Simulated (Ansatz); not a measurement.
CuI (F-43m) under several functionals

**What was measured.**

“Determination of acoustic phonon anharmonicities via second-order Raman scattering in CuI”, 2023, arxiv:2305.18931 reports, for a bulk crystal of CuI: lattice constant a 6.053 ± 0.003 Å.

Plane-wave DFT in Ansatz with scalar-relativistic PAW potentials. The same structure was relaxed (cell and atoms, symmetry kept) in separate runs at each level. No spin polarisation.

Problem. How do the levels PBE, PBE+D3(BJ), PBEsol, r2SCAN compare?

Solution.
| level | cutoff (eV) | k mesh | V (Å³/atom) | a (Å) | gap (eV) | B0 (GPa) |
| --- | --- | --- | --- | --- | --- | --- |
| PBEsol | 420 | 8×8×8 | 26.187 | 5.939 | 1.17 | – |
| PBE+D3(BJ) | 420 | 8×8×8 | 26.608 | 5.971 | 1.25 | – |
| r2SCAN | 500 | 8×8×8 | 27.318 | 6.023 | 1.67 | 44 |
| PBE | 420 | 8×8×8 | 28.067 | 6.078 | 1.10 | 39 |

The usual order of volumes, PBEsol < PBE, holds here (26.187, 28.067 Å³/atom). As a rule PBEsol, built on the gradient expansion of slowly varying densities, lies between LDA and PBE; PBE's stronger gradient term for exchange weakens bonds. Adding D3 to PBE changes the volume by -5.2 %; the term is attractive, so it pulls cells in. In ionic crystals its C6 for cations, set by coordination number and not by charge, is often too large, so it can pull in too far. r2SCAN lies 2.7 % under PBE in volume. B0 goes from 43.8 to 39.0 GPa as the volume grows by 2.7 %; on one curve with B' = 5.2 the volume alone, B ∝ V^(−B'), would give 38.0 GPa, and the rest of the difference is the functional's own stiffness. Each gap belongs to its own cell, so it mixes the functional's effect with that of the volume; gaps are the least found on the k mesh or on a band path.

For PBE: A measured lattice constant a of CuI is 6.053 Å (“Determination of acoustic phonon anharmonicities via second-order Raman scattering in CuI”, 2023, arxiv:2305.18931); the calculated 6.078 Å misses it by +0.4 %. The calculations are for 0 K without zero-point motion.

Spin-orbit coupling is left out, which matters for the bands of heavy elements.